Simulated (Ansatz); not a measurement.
# Metal on semiconductor: Si/BeTe/Ca, part 3 of 3

Aim: where the metal's Fermi level sits in the semiconductor's gap in Si/BeTe/Ca, and what the stack passes. The semiconductor is Si diamond(111), undoped, with its far face capped by hydrogen, and the metal is Ca fcc(111), with BeTe zinc blende(111) between them (whole bilayers). After relaxation the nearest pair at the metal is Ca–Be at 3.00 Å, at a slant. The common net has a side of 3.868 Å, which strains the semiconductor by +0.0 %, the layer between by -3.4 % and the metal by -0.9 %, against typed lattice constants near PBE's. The first steps treat the bulk crystals alone.

Ansatz 0.2.0; PBE DFT, plane waves, PAW files (the session's first sound run).

So far. Step 7 (The contact's transmission, atomic planes in the …): The semiconductor's channels close between -0.55 and +0.10 eV. In the worse lead the potential repeats within 62 meV, which the program flags as too much for a lead, so the lead is short or a field runs through it. At one or more of this run's solves the program warned of density in the dipole ramp over its bound, where dipole, forces and levels can be off.

## Step 10: The same cell, other settings

This step: PBE DFT, plane waves, PAW files; ballistic transmission by layer matching between semi-infinite leads; changed: crystal.symmetry = {"detect": false}, scf.occupations.width = null, scf.occupations.method = "tetrahedron" (Ansatz 0.2.0).

This run repeats an earlier one, its twin (the mis run, 2 atomic planes between the electrodes), with three settings changed (scf.occupations.method, scf.occupations.width, crystal.symmetry.detect; files written aside). It is meant to test how much rests on the smearing and whether the numerical route changes the result or only the time. Where the input is shown as a difference, that is against the step before, not the twin.

input.yaml

```yaml
crystal:
  lattice:
    - [3.868, 0.0, 0.0]
    - [-1.934, 3.3497862618, 0.0]
    - [0.0, 0.0, 63.2545072812]
  atoms:
    - { symbol: Si, position: [0.0, 0.0, 0.1343777758] }
    - { symbol: Si, position: [0.33333333, 0.66666667, 0.1468592343] }
    - { symbol: Si, position: [0.33333333, 0.66666667, 0.1843036095] }
    - { symbol: Si, position: [0.66666667, 0.33333333, 0.1967850679] }
    - { symbol: Si, position: [0.66666667, 0.33333333, 0.2342294432] }
    - { symbol: Si, position: [0.0, 0.0, 0.2467109016] }
    - { symbol: Si, position: [0.0, 0.0, 0.2841552769] }
    - { symbol: Si, position: [0.33333333, 0.66666667, 0.2966367353] }
    - { symbol: Si, position: [0.33333333, 0.66666667, 0.3340811106] }
    - { symbol: Si, position: [0.66666667, 0.33333333, 0.346562569] }
    - { symbol: Si, position: [0.66666667, 0.33333333, 0.3838701022] }
    - { symbol: Si, position: [0.0, 0.0, 0.3948683824] }
    - { symbol: Te, position: [0.0, 0.0, 0.4376625897] }
    - { symbol: Be, position: [0.33333333, 0.66666667, 0.451343812] }
    - { symbol: Ca, position: [0.66666667, 0.33333333, 0.4829496982] }
    - { symbol: Ca, position: [0.0, 0.0, 0.5360511974] }
    - { symbol: Ca, position: [0.33333333, 0.66666667, 0.5865639973] }
    - { symbol: Ca, position: [0.66666667, 0.33333333, 0.6370259893] }
    - { symbol: Ca, position: [0.0, 0.0, 0.6874879813] }
    - { symbol: Ca, position: [0.33333333, 0.66666667, 0.7379499733] }
    - { symbol: Ca, position: [0.66666667, 0.33333333, 0.7884119653] }
    - { symbol: Ca, position: [0.0, 0.0, 0.8388739573] }
    - { symbol: Ca, position: [0.33333333, 0.66666667, 0.8893359493] }
    - { symbol: H, position: [0.0, 0.0, 0.1106640507] }
  symmetry: { detect: false }
kpoints:
  mp_grid: { grid: [8, 8, 1] }
scf:
  occupations: { method: tetrahedron }
  max_iter: 150
hamiltonian:
  xc: pbe
efield:
  axis: 3
  dipole_correction: true
output:
  transmission:
    kmesh: [12, 12]
    e_range: [-2.5, 2.5]
    de: 0.05
    leads: [[4, 6], [19, 20]]
  dos: { projected: true, e_range: [-6, 5], de: 0.05 }
  write_potential: true
  write_density: true
  volumetric_format: npy
```

Started as:

```bash
$ ansatz run input.yaml --threads 4 --pin off --max-ram 16384MiB --backend cpu --events-out ev --progress --plain --runs-dir out
```

It took 16 min on 4 threads of Arm Neoverse V1, shared host; peak memory 3.8 GiB.

This step gave:

```yaml
free_energy: -31069.3979 eV
fermi_energy: 4.090 eV
channels_of_the_upper_lead: 1.069
potential_step_in_the_lower_lead: 28.3 meV
potential_step_in_the_upper_lead: 1.1 meV
```

One spin. The transmission, zone mean by energy, zero at the Fermi level:

energy (eV), transmission, zone mean and a bar:
```
   -2.400      0.184 ########
   -2.200      0.209 #########
   -2.000      0.246 ###########
   -1.800      0.284 ############
   -1.600      0.305 #############
   -1.500      0.307 #############
   -1.400      0.263 ###########
   -1.200      0.214 #########
   -1.000      0.133 ######
   -0.800      0.021 #
   -0.600      0.000 
   -0.400      0.000 
   -0.200      0.000 
    0.000      0.000 
    0.200      0.021 #
    0.400      0.067 ###
    0.600      0.183 ########
    0.800      0.191 ########
    1.000      0.387 #################
    1.200      0.517 ######################
    1.400      0.618 ###########################
    1.500      0.690 ##############################
    1.600      0.647 ############################
    1.800      0.564 #########################
    2.000      0.495 ######################
    2.200      0.229 ##########
    2.400      0.101 ####
```

One spin. The open channels, zone mean by energy, zero at the Fermi level:

| energy (eV) | lower lead | upper lead |
| --- | --- | --- |
| -2.50 | 1.72 | 0.382 |
| -2.35 | 1.55 | 0.424 |
| -2.25 | 1.59 | 0.424 |
| -2.10 | 1.51 | 0.507 |
| -1.95 | 1.30 | 0.590 |
| -1.80 | 1.34 | 0.590 |
| -1.70 | 1.05 | 0.590 |
| -1.55 | 0.854 | 0.632 |
| -1.40 | 0.604 | 0.757 |
| -1.30 | 0.646 | 0.757 |
| -1.15 | 0.396 | 0.840 |
| -1.00 | 0.312 | 0.833 |
| -0.90 | 0.312 | 0.854 |
| -0.75 | 0.146 | 0.896 |
| -0.60 | 0.104 | 0.896 |
| -0.45 | 0 | 0.833 |
| -0.35 | 0 | 0.833 |
| -0.20 | 0 | 0.667 |
| -0.05 | 0 | 1.03 |
| 0.00 | 0 | 1.07 |
| 0.05 | 0 | 0.903 |
| 0.20 | 0.0417 | 0.819 |
| 0.35 | 0.208 | 0.903 |
| 0.45 | 0.292 | 1.07 |
| 0.60 | 0.417 | 1.34 |
| 0.75 | 0.583 | 0.882 |
| 0.90 | 0.75 | 1.17 |
| 1.00 | 0.861 | 1.30 |
| 1.15 | 1.03 | 1.32 |
| 1.30 | 1.36 | 1.15 |
| 1.40 | 1.40 | 1.07 |
| 1.55 | 1.99 | 1.07 |
| 1.70 | 1.99 | 0.944 |
| 1.80 | 2.19 | 0.903 |
| 1.95 | 2.28 | 0.819 |
| 2.10 | 2.17 | 0.653 |
| 2.25 | 2.03 | 0.590 |
| 2.35 | 1.78 | 0.576 |
| 2.50 | 1.95 | 0.965 |

Projected DOS an atom over height of the atomic layer and energy from the Fermi level. Layers: H Si Si Si Si Si Si Si Si Si Si Si Si Te Be Ca Ca Ca Ca Ca Ca Ca Ca Ca; projections on atoms miss part of the total, and the computed bands can run out at the top of the range; a column is the mean of 2 neighbouring layers, the last of those left over.

Values in states/eV, 22 rows by 12 columns, each cell a mean:
```
0.08 0.20 0.23 0.25 0.23 0.23 0.28 0.08 0.03 0.03 0.03 0.03
0.03 0.10 0.16 0.17 0.17 0.25 0.36 0.16 0.11 0.11 0.10 0.10
0.01 0.02 0.03 0.06 0.10 0.16 0.37 0.15 0.09 0.11 0.10 0.09
0.00 0.01 0.01 0.03 0.12 0.14 0.55 0.26 0.13 0.23 0.25 0.25
0.00 0.00 0.00 0.00 0.01 0.02 0.09 0.13 0.50 0.48 0.45 0.53
0.05 0.08 0.10 0.09 0.07 0.06 0.11 0.16 0.60 0.55 0.55 0.53
0.09 0.14 0.15 0.16 0.17 0.14 0.21 0.44 0.65 0.62 0.63 0.64
0.12 0.23 0.26 0.25 0.21 0.15 0.19 0.46 0.53 0.63 0.60 0.60
0.22 0.49 0.54 0.50 0.39 0.23 0.18 0.25 0.43 0.41 0.44 0.46
0.28 0.59 0.61 0.59 0.59 0.42 0.28 0.15 0.42 0.38 0.34 0.43
0.34 0.83 0.77 0.73 0.76 0.53 0.46 0.13 0.45 0.45 0.50 0.42
0.30 0.66 0.51 0.54 0.62 0.62 0.53 0.06 0.20 0.21 0.22 0.20
0.42 0.95 0.74 0.81 0.73 0.78 0.66 0.08 0.32 0.26 0.25 0.30
0.37 0.71 0.74 0.70 0.71 0.83 0.80 0.06 0.17 0.20 0.21 0.16
0.43 0.61 0.64 0.55 0.60 0.67 0.86 0.05 0.16 0.13 0.12 0.15
0.36 0.47 0.54 0.64 0.65 0.62 0.78 0.07 0.08 0.11 0.12 0.08
0.48 0.48 0.44 0.56 0.51 0.48 0.86 0.07 0.02 0.02 0.02 0.01
0.71 0.55 0.46 0.39 0.32 0.38 0.79 0.06 0.00 0.00 0.00 0.00
0.08 0.11 0.16 0.19 0.29 0.50 1.33 0.12 0.00 0.00 0.00 0.00
0.10 0.11 0.17 0.12 0.16 0.19 0.58 0.08 0.00 0.00 0.00 0.00
0.06 0.10 0.14 0.11 0.12 0.12 0.31 0.06 0.00 0.00 0.00 0.00
0.18 0.18 0.21 0.25 0.21 0.16 0.47 0.10 0.00 0.00 0.00 0.00
```
Columns: height of the atomic layer (Å) from 7.75 to 54.7 (not evenly spaced); rows upwards: energy from the Fermi level (eV) from -6 to 1.05.

At one or more of this run's solves the program warned of density in the dipole ramp over its bound, where dipole, forces and levels can be off.

## Step 11: What came out

```yaml
valence_edge_of_the_semiconductor_lead_against_the_fermi_level_2_planes: -0.45 eV
conduction_edge_of_the_semiconductor_lead_against_the_fermi_level_2_planes: +0.20 eV
valence_edge_of_the_semiconductor_lead_against_the_fermi_level_4_planes: -0.55 eV
conduction_edge_of_the_semiconductor_lead_against_the_fermi_level_4_planes: +0.10 eV
valence_edge_of_the_semiconductor_lead_against_the_fermi_level_6_planes: -0.55 eV
conduction_edge_of_the_semiconductor_lead_against_the_fermi_level_6_planes: +0.10 eV
valence_edge_of_the_semiconductor_lead_against_the_fermi_level_lda: -0.40 eV
conduction_edge_of_the_semiconductor_lead_against_the_fermi_level_lda: +0.15 eV
```

What this shows: The metal's Fermi level lies in the gap of the semiconductor, 0.20 eV under the first conduction channel and 0.45 eV over the last valence one, as read in the lead, away from the contact; bands can bend on the way there. The edges are read from the typed mesh and energy grid, to 0.05 eV at best; the semiconductor's potential still steps by 31 meV a period, so they depend on where the lead is cut. Adding 4 atomic planes to the layer under the metal moves the conduction edge by -0.10 eV. The added planes are copies of a relaxed pair, not bulk, so this is no clean test of a field. LDA moves the edges to -0.40 and +0.15 eV, 0.55 eV apart on the grid against 0.65 eV. The semiconductor is undoped and only a few nanometres thick, with its far face capped by hydrogen. A semilocal functional narrows gaps, and the two barriers add up to the gap, so their sum is too small. No spin-orbit coupling, phonons, disorder or image charges enter; the interfaces are ordered, one cell wide and lattice-matched by strain. Semilocal gaps are too small, which can bring a band edge of the barrier nearer to the Fermi level than it is.

[Logs are printed without paths, hosts, clocks, repeated set-up lines and the standing remarks that a program may print on its own settings, such as how far it seeks lower states.]

[Hosts, paths, dates, database ids (printed as entryN), source tags and the programs' standing remarks are cut or masked in the printed files.]
